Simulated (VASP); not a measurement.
# Ta (Im-3m) in VASP: notebook, part 2 of 2

VASP 6.6.1.

## (3) Relaxation of cell and atoms, PBE+D3(BJ)

This run uses another cell than the first one, of 17.74 Å³/atom, 0.985 times its volume.

Contents of INCAR:

```
PREC = Accurate ; ENCUT = 520
EDIFF = 1E-7 ; ISMEAR = 0
SIGMA = 0.1 ; LREAL = F
LASPH = T ; NELM = 100
ALGO = Normal ; ISIF = 3
LWAVE = F ; LCHARG = F
GGA = PE ; IVDW = 12
IBRION = 2 ; NSW = 80
EDIFFG = -0.002
```

Contents of KPOINTS:

```
Automatic mesh
0
Gamma
  18 18 18
```

Contents of POSCAR:

```
Ta                                      
1.0
   -1.6428589640      1.6428589640      1.6428589640
    1.6428589640     -1.6428589640      1.6428589640
    1.6428589640      1.6428589640     -1.6428589640
  Ta            
     1
Direct
     0.0000000000000000    0.0000000000000000    0.0000000000000000
```

Potentials or basis: VASP PAW PBE potentials, release 64 (Ta_pv).

Command:

```
> cat potpaw_PBE.64/Ta_pv/POTCAR > POTCAR
> mpirun -np 1 vasp_std > vasp.out
```

OUTCAR:

```text
PREC = Accurate
   ENCUT = 520
   EDIFF = 1E-7
   ISMEAR = 0
   LREAL = F
   LASPH = T
   NELM = 100
   ISIF = 3
   GGA = PE
   IVDW = 12
   IBRION = 2
   NSW = 80
   EDIFFG = -0.002
 IVDW          = 12

 ion  position               nearest neighbor table
   1  0.000  0.000  0.000-

  LATTYP: Found a body centered cubic cell.
 ALAT       =     3.2857179280

  Lattice vectors:

 A1 = (  -1.6428589640,   1.6428589640,   1.6428589640)
 A2 = (   1.6428589640,  -1.6428589640,   1.6428589640)
 A3 = (   1.6428589640,   1.6428589640,  -1.6428589640)

Analysis of symmetry for initial positions (statically):
=====================================================================
 Subroutine PRICEL returns:
 Original cell was already a primitive cell.

 Routine SETGRP: Setting up the symmetry group for a
 body centered cubic supercell.

 Subroutine GETGRP returns: Found 48 space group operations
 (whereof 48 operations were pure point group operations)
 out of a pool of 48 trial point group operations.

The static configuration has the point symmetry O_h .

Analysis of symmetry for dynamics (positions and initial velocities):
=====================================================================
 Subroutine PRICEL returns:
 Original cell was already a primitive cell.

 Routine SETGRP: Setting up the symmetry group for a
 body centered cubic supercell.

 Subroutine GETGRP returns: Found 48 space group operations
 (whereof 48 operations were pure point group operations)
 out of a pool of 48 trial point group operations.

The dynamic configuration has the point symmetry O_h .

 Subroutine INISYM returns: Found 48 space group operations
 (whereof 48 operations are pure point group operations),
 and found     1 'primitive' translations

----------------------------------------------------------------------------------------

                                     Primitive cell

  volume of cell :      17.7362

  direct lattice vectors                    reciprocal lattice vectors
    -1.642858964  1.642858964  1.642858964     0.000000000  0.304347489  0.304347489
     1.642858964 -1.642858964  1.642858964     0.304347489  0.000000000  0.304347489
     1.642858964  1.642858964 -1.642858964     0.304347489  0.304347489  0.000000000

  length of vectors
     2.845515195  2.845515195  2.845515195     0.430412346  0.430412346  0.430412346

  position of ions in fractional coordinates (direct lattice)
     0.000000000  0.000000000  0.000000000

  ion indices of the primitive-cell ions
   primitive index   ion index
                 1           1

----------------------------------------------------------------------------------------

 KPOINTS: Automatic mesh

Automatic generation of k-mesh.
 Grid dimensions read from file:
 generate k-points for:   18   18   18

 Generating k-lattice:

  Cartesian coordinates                     Fractional coordinates (reciprocal lattice)
     0.000000000  0.016908194  0.016908194     0.055555556  0.000000000  0.000000000
     0.016908194  0.000000000  0.016908194     0.000000000  0.055555556  0.000000000
     0.016908194  0.016908194  0.000000000     0.000000000  0.000000000  0.055555556

  Length of vectors
     0.023911797  0.023911797  0.023911797

  Shift w.r.t. Gamma in fractional coordinates (k-lattice)
     0.000000000  0.000000000  0.000000000

 Subroutine IBZKPT returns following result:
 ===========================================

 Found    195 irreducible k-points:

 Following reciprocal coordinates:
            Coordinates               Weight
  0.000000  0.000000  0.000000      1.000000
  0.055556  0.000000  0.000000     12.000000
  0.111111  0.000000  0.000000     12.000000
  0.166667  0.000000  0.000000     12.000000
  0.222222  0.000000  0.000000     12.000000
  0.277778  0.000000  0.000000     12.000000
[... 16 lines left out ...]
  0.333333  0.111111 -0.000000     48.000000
  0.388889  0.111111  0.000000     48.000000
 [... further k-points ...]
   k-points           NKPTS =    195   k-points in BZ     NKDIM =    195   number of bands    NBANDS=      9
   number of dos      NEDOS =    301   number of ions     NIONS =      1
   total plane-waves  NPLWV =  13824
   dimension x,y,z NGX =    24 NGY =   24 NGZ =   24
   dimension x,y,z NGXF=    48 NGYF=   48 NGZF=   48
   ions per type =               1
   NGX,Y,Z   is equivalent  to a cutoff of  14.02, 14.02, 14.02 a.u.
   NGXF,Y,Z  is equivalent  to a cutoff of  28.04, 28.04, 28.04 a.u.
 SYSTEM =  unknown system
   PREC   = accura    normal or accurate (medium, high low for compatibility)
   ISTART =      0    job   : 0-new  1-cont  2-samecut
   ICHARG =      2    charge: 1-file 2-atom 10-const
   ISPIN  =      1    spin polarized calculation?
   LNONCOLLINEAR =      F non collinear calculations
   LSORBIT =      F    spin-orbit coupling
   LASPH  =      T    aspherical Exc in radial PAW
   ENCUT  =  520.0 eV  38.22 Ry    6.18 a.u.   5.29  5.29  5.29*2*pi/ulx,y,z
   NELM   =    100;   NELMIN=  2; NELMDL= -5     # of ELM steps
   EDIFF  = 0.1E-06   stopping-criterion for ELM
   LREAL  =      F    real-space projection
   EDIFFG = -.2E-02   stopping-criterion for IOM
   NSW    =     80    number of steps for IOM
   IBRION =      2    ionic relax: 0-MD 1-quasi-New 2-CG
   NFREE  =      1    steps in history (QN), initial steepest desc. (CG)
   ISIF   =      3    stress and relaxation
   ISYM   =      2    0-nonsym 1-usesym 2-fastsym
   POTIM  = 0.5000    time-step for ionic-motion
   TEBEG  =    0.0;   TEEND  =   0.0 temperature during run
   PSTRESS=    0.0 pullay stress
   NELECT =      11.0000    total number of electrons
   NUPDOWN=      -1.0000    fix difference up-down
   EMIN   =  10.00;   EMAX   =-10.00  energy-range for DOS
   EFERMI =   0.00;   METHOD = LEGACY
   ISMEAR =     0;   SIGMA  =   0.10  broadening in eV -4-tet -1-fermi 0-gaus
   EFERMI_NEDOS =   21; number of points for ismear=-14 and -15
   IALGO  =     38    algorithm
   IMIX   =      4    mixing-type and parameters
     AMIX     =   0.40;   BMIX     =  1.00
     AMIX_MAG =   1.60;   BMIX_MAG =  1.00
  volume/ion in A,a.u.               =      17.74       119.69
  Fermi-wavevector in a.u.,A,eV,Ry     =   1.396107  2.638260 26.519325  1.949115
  Thomas-Fermi vector in A             =   2.519494
   LORBIT       =      0    0 simple, 1 ext, 2 COOP (PROOUT), +10 PAW based schemes
   GGA     = PE    functional components
   LHFCALC =     F    Hartree Fock is set to
   AEXX    =    0.0000 exact exchange contribution
   IVDW    =    12    specifies the selected vdW correction
   LEPSILON=     F    determine dielectric tensor
   LRPA    =     F    only Hartree local field effects (RPA)
 conjugate gradient relaxation of ions
 non-spin polarized calculation
 Gauss-broadening in eV      SIGMA  =   0.10
  energy-cutoff  :      520.00
  volume of cell :       17.74
 maximum number of plane-waves:       490
 NGX is ok and might be reduce to    24
   NGX = 11   NGY = 11   NGZ = 11

 number of electron      11.0000002 magnetization

 Free energy of the ion-electron system (eV)
  ---------------------------------------------------
  ext. energy  EPLUGINS =         0.00000000
  ---------------------------------------------------
  free energy    TOTEN  =       -11.80556657 eV

  energy without entropy =      -11.79956731  energy(sigma->0) =      -11.80256694

 E-fermi :   5.6246     XC(G=0): -12.6966

 val. band max:        5.6205579903   @ k =   0.1111   0.0556   0.0556
 cond. band min:       5.6277971782   @ k =   0.3333   0.0000   0.0000
 fundamental gap:      0.0072391879
 Fermi energy:         5.6245800827

 k-point     1 :       0.0000    0.0000    0.0000
  band No.  band energies     occupation
      1     -27.3948      2.00000
      2     -27.3948      2.00000
      3     -27.3948      2.00000
      4      -2.3636      2.00000
      5       6.3484      0.00000
      6       6.3484      0.00000
      7       6.3484      0.00000
      8       9.6763      0.00000
      9       9.6763      0.00000
[... 265 lines left out ...]
 k-point    24 :       0.3889    0.1111    0.0000
  band No.  band energies     occupation
      1     -28.5530      2.00000
      2     -27.8265      2.00000
      3     -27.4573      2.00000
      4       1.5706      2.00000
      5       4.1508      2.00000
      6       6.3126      0.00000
      7       9.4309      0.00000
      8      10.7557      0.00000
      9      13.6612      0.00000

 [... further k-points ...]

------------------------ aborting loop because EDIFF is reached ----------------------------------------

 Edisp (eV)   -0.67309

 E8    (eV) :    -0.3525

  FORCE on cell =-STRESS in cart. coord.  units (eV):
  Direction    XX          YY          ZZ          XY          YZ          ZX
  --------------------------------------------------------------------------------------
  -------------------------------------------------------------------------------------
  Total       0.00100     0.00100     0.00100     0.00000    -0.00000     0.00000
  in kB       0.09039     0.09039     0.09039     0.00000    -0.00000     0.00000
  external pressure =        0.09 kB  Pullay stress =        0.00 kB

 VOLUME and BASIS-vectors are now :
 -----------------------------------------------------------------------------
  energy-cutoff  :      520.00
  volume of cell :       17.74
      direct lattice vectors                 reciprocal lattice vectors
    -1.642858964  1.642858964  1.642858964     0.000000000  0.304347489  0.304347489
     1.642858964 -1.642858964  1.642858964     0.304347489  0.000000000  0.304347489
     1.642858964  1.642858964 -1.642858964     0.304347489  0.304347489  0.000000000

 POSITION                                       TOTAL-FORCE (eV/Angst)
 -----------------------------------------------------------------------------------
      0.00000      0.00000      0.00000         0.000000      0.000000     -0.000000
 -----------------------------------------------------------------------------------
    total drift:                               -0.000000      0.000000      0.000000

  FREE ENERGIE OF THE ION-ELECTRON SYSTEM (eV)
  ---------------------------------------------------
  free  energy   TOTEN  =       -12.4786566993 eV

  energy  without entropy=      -12.4726574402  energy(sigma->0) =      -12.47565707

 reached required accuracy - stopping structural energy minimisation
```

OSZICAR:

```text
N       E                     dE             d eps       ncg     rms          rms(c)
DAV:   1     0.454831903036E+02    0.45483E+02   -0.66209E+03  3510   0.117E+03
DAV:   2    -0.115912537921E+02   -0.57074E+02   -0.56234E+02  4493   0.244E+02
DAV:   3    -0.122493477497E+02   -0.65809E+00   -0.63647E+00  4092   0.262E+01
DAV:   4    -0.122536059814E+02   -0.42582E-02   -0.42520E-02  3919   0.174E+00
DAV:   5    -0.122536365509E+02   -0.30569E-04   -0.30568E-04  3901   0.129E-01    0.139E+01
DAV:   6    -0.119112213635E+02    0.34242E+00   -0.37680E-01  3644   0.757E+00    0.683E+00
DAV:   7    -0.118067825397E+02    0.10444E+00   -0.31766E-01  3683   0.659E+00    0.396E-01
DAV:   8    -0.118055961003E+02    0.11864E-02   -0.41346E-03  3767   0.832E-01    0.106E-01
DAV:   9    -0.118055717618E+02    0.24338E-04   -0.12680E-04  3703   0.147E-01    0.328E-02
DAV:  10    -0.118055665289E+02    0.52329E-05   -0.48293E-06  3903   0.317E-02    0.540E-03
DAV:  11    -0.118055665677E+02   -0.38777E-07   -0.25633E-07  3750   0.711E-03
   1 F= -.12478657E+02 E0= -.12475657E+02  d E =-.124787E+02
```

CONTCAR:

```text
Ta
   1.00000000000000
    -1.6428589640000000    1.6428589640000000    1.6428589640000000
     1.6428589640000000   -1.6428589640000000    1.6428589640000000
     1.6428589640000000    1.6428589640000000   -1.6428589640000000
  Ta
     1
Direct
     0.0000000000000000    0.0000000000000000    0.0000000000000000

  0.00000000E+00  0.00000000E+00  0.00000000E+00
```

It took 25 s on 1 thread of AMD EPYC 7R13 (Zen 3), shared host; peak memory 0.14 GiB.

Results:

| Item | Value |
| --- | --- |
| Free energy | -12.4787 eV |
| Pressure after relaxing | 0.0 GPa |
| Band gap on the k mesh | none (metal or under the smearing width) |
| Dispersion energy per atom | -0.673 eV |

Final structure:
```
Ta
1.0
    -1.64286    1.64286    1.64286
     1.64286   -1.64286    1.64286
     1.64286    1.64286   -1.64286
Ta
1
Direct
  0.00000 0.00000 0.00000
```

Levels at points of the mesh, in eV from the Fermi level:
```csv
k point,band 3,band 4,band 5,band 6,band 7,band 8
"(0.00, 0.00, 0.00)",-33.02,-7.99,0.72,0.72,0.72,4.05
"(0.50, 0.00, 0.00)",-33.03,-4.46,-1.60,1.65,3.94,4.99
"(0.50, 0.50, 0.50)",-33.88,-3.91,-3.91,6.95,6.95,6.95
```

Caveat: the relaxation stopped at its first step, so nothing moved; pairwise dispersion overbinds metals, which lowers pressure and volume.

## (4) Vibrations by finite differences, PBE+D3(BJ)

This run uses another cell than the first one, of 17.74 Å³/atom, 0.985 times its volume.

Contents of INCAR:

```
SYSTEM = Ta
PREC = Accurate
ENCUT = 520
EDIFF = 1E-8
ISMEAR = 0
SIGMA = 0.1
LREAL = .FALSE.
LASPH = .TRUE.
NELM = 100
ALGO = Normal
ISIF = 3
LWAVE = .FALSE.
LCHARG = .FALSE.
GGA = PE
IVDW = 12
IBRION = 6
NFREE = 2
POTIM = 0.015
NSW = 1
```

Contents of KPOINTS:

```
regular mesh
0
G
  18 18 18
  0 0 0
```

POSCAR is that of step 3.

Command:

```
> cat potpaw_PBE.64/Ta_pv/POTCAR > POTCAR
> mpirun -np 1 vasp_std > vasp.out
```

It took 22 min on 1 thread of AMD EPYC 7R13 (Zen 3), shared host; peak memory 0.53 GiB.

Results (log left out):

- Elastic constants C11, C12, C44: 281, 169, 81 GPa
- Voigt bulk modulus: 207 GPa
- Dispersion energy per atom: -0.673 eV

Elastic tensor in Voigt notation (GPa, in the Cartesian axes of the cell as first typed):
```
281 169 169   0   0   0
169 281 169   0   0   0
169 169 281   0   0   0
  0   0   0  81   0   0
  0   0   0   0  81   0
  0   0   0   0   0  81
```

Clamped-ion elastic tensor (GPa):
```
281 169 169   0   0   0
169 281 169   0   0   0
169 169 281   0   0   0
  0   0   0  81   0   0
  0   0   0   0  81   0
  0   0   0   0   0  81
```

Caveat: elastic constants of metals need much finer meshes, so these are rough; pairwise dispersion overbinds metals, which lowers pressure and volume. The run has no spin-orbit coupling, so splittings on Ta are missing.
